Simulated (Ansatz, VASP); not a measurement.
# One calculation of BN, two programs

File POSCAR:

```
BN
1.0
    2.5500000000      0.0000000000      0.0000000000
   -1.2750000000      2.2083647797      0.0000000000
    0.0000000000      0.0000000000      4.2100000000
B N
2 2
Direct
    0.3333333333      0.6666666667      0.0000000000
    0.6666666667      0.3333333333      0.5000000000
    0.3333333333      0.6666666667      0.5000000000
    0.6666666667      0.3333333333      1.0000000000
```

File INCAR.step1:

```
SYSTEM = BN
PREC = Accurate ; ENCUT = 520
ISMEAR = 0 ; SIGMA = 0.1
LREAL = .FALSE. ; LASPH = .TRUE.
NELM = 80 ; NBANDS = 16
GGA = PE ; ALGO = Normal
EDIFF = 1E-4 ; LWAVE = .TRUE.
LCHARG = .FALSE.
```

INCAR.step2

```
SYSTEM = BN
PREC = Accurate ; ENCUT = 520
EDIFF = 1E-6 ; ISMEAR = 0
SIGMA = 0.1 ; LREAL = .FALSE.
LASPH = .TRUE. ; NELM = 80
ALGO = Normal ; ISIF = 2
LWAVE = .FALSE. ; LCHARG = .TRUE.
METAGGA = R2SCAN ; LMIXTAU = .TRUE.
LELF = .TRUE. ; LVHAR = .TRUE.
NBANDS = 16 ; ISTART = 1
```

KPOINTS

```
regular mesh
0
G
  9 9 4
  0 0 0
```

Input for Ansatz:

```yaml
crystal:
  lattice:
    - [2.55, 0.0, 0.0]
    - [-1.275, 2.2083647797, 0.0]
    - [0.0, 0.0, 4.21]
  atoms:
    - { symbol: B, position: [0.3333333333, 0.6666666667, 0.0] }
    - { symbol: B, position: [0.6666666667, 0.3333333333, 0.5] }
    - { symbol: "N", position: [0.3333333333, 0.6666666667, 0.5] }
    - { symbol: "N", position: [0.6666666667, 0.3333333333, 1.0] }
basis:
  ecutwfc: 600.0
kpoints:
  mp_grid: { grid: [9, 9, 4] }
hamiltonian:
  xc: r2scan
  pseudopotentials: { kind: paw, azcp: { folder: soft_1 } }
scf:
  occupations: { method: gaussian, width: 0.1 }
output:
  forces: true
  stress: true
  eigenvalues: true
```

The cell was built by a generator and isn't the measured one.

Alike in both runs: task single point; functional r2SCAN; k mesh 9 × 9 × 4; occupations gaussian, width 0.1 eV; no spin polarisation.

```csv
,VASP,Ansatz
version,VASP 6.6.1,Ansatz 0.2.0
potentials or method,"VASP PAW PBE potentials, release 64 (B, N)","scalar-relativistic, plane waves, PAW"
plane-wave cutoff (eV),520,600
valence electrons in the cell,16,16
```

|  | VASP | Ansatz | Ansatz less VASP |
| --- | --- | --- | --- |
| gap on the k mesh at the Fermi level (eV) | 3.97 | 3.91 | -0.059 |
| least direct gap on the mesh (eV) | 5.61 | 5.54 | -0.073 |
| pressure (GPa) | 25.3 | 24.1 | -1.17 |
| largest component of the traceless stress (GPa) | 52.29 | 53.00 | +0.704 |

The functional is the same, so the differences come from potentials, cutoffs and numerics.

Caveats: so large a pressure means that the cell lies far from this level's equilibrium, or that cutoff or potentials fall short (VASP); the potentials were made for another functional, which shifts forces and pressure (VASP); an odd mesh through Γ misses points on the zone boundary, where band edges often lie. r2SCAN opens gaps a little over a GGA but as a rule still falls short of measured ones.
